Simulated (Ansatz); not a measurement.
# ZrS2 under changes of volume

One of the cells (23.763 Å³/atom); the others are scaled copies at fixed shape and fractional positions:

```
Zr S
1.0
     3.69138    0.00000    0.00000
    -1.84569    3.19683    0.00000
     0.00000    0.00000    6.04108
Zr S
1 2
Cartesian
  0.0000 0.0000 0.0000
  0.0000 2.1312 1.4372
  1.8457 1.0656 4.6038
```

The cell is a database's computed one.

```yaml
Program: Ansatz 0.2.0
Functional: BLYP
Dispersion: D4
Potentials_or_basis: Ansatz PAW
Cutoff: "420 eV (not typed: the program's choice for these potentials)"
k_mesh: 8 × 8 × 5
Occupations: fermi-dirac, width 0.05 eV
Spin: no spin polarisation
```

| volume (Å³/atom) | energy over the lowest point (meV/atom) | pressure (GPa) | gap on the mesh (eV) | largest force (eV/Å) |
| --- | --- | --- | --- | --- |
| 22.337 | ? | ? | ? | ? |
| 22.813 | 13.67 | 4.4 | 1.07 | 0.767 |
| 23.288 | 3.87 | 2.3 | 1.08 | 0.505 |
| 23.763 | 0.00 | 0.4 | 1.09 | 0.260 |
| 24.238 | 1.50 | -1.3 | 1.09 | 0.033 |
| 24.714 | 7.84 | -2.9 | 1.10 | 0.178 |
| 25.189 | 18.55 | -4.3 | 1.10 | 0.375 |

Problem. What does the run at 22.337 Å³/atom give?

Solution. Energy over the lowest point 30.06 meV/atom; pressure 6.7 GPa; gap on the mesh 1.06 eV; largest force 1.050 eV/Å.

Worked out: A Birch-Murnaghan fit of order 3 (a polynomial in V^(-2/3)) to the other rows has its minimum at 23.86 Å³/atom with B0 = V·E''(V) = 89 GPa and B' = 4.1 at fixed shape and positions, which overstates the stiffness. It gives 30.10 meV/atom at 22.337 Å³/atom, against the run's 30.06, and -dE/dV = 6.7 GPa, against 6.7. A straight line through the other rows of the gap, of slope 0.304 eV per unit of ln V, extrapolates to 1.07 eV, against the run's 1.06.

Energies are extrapolated to zero smearing.

Caveats: odd divisions of the mesh miss points on the zone boundary, where band edges often lie, so the gap on the mesh can be too wide; the PAW data sets come from PBE, with cores solved anew for the run's functional, which leaves a small shift of forces and pressure; forces of over 1 eV/Å show positions far from the minimum, so gaps and moduli don't describe the material at rest (some runs).

A mesh can miss the band edges. Spin-orbit coupling on Zr is left out.
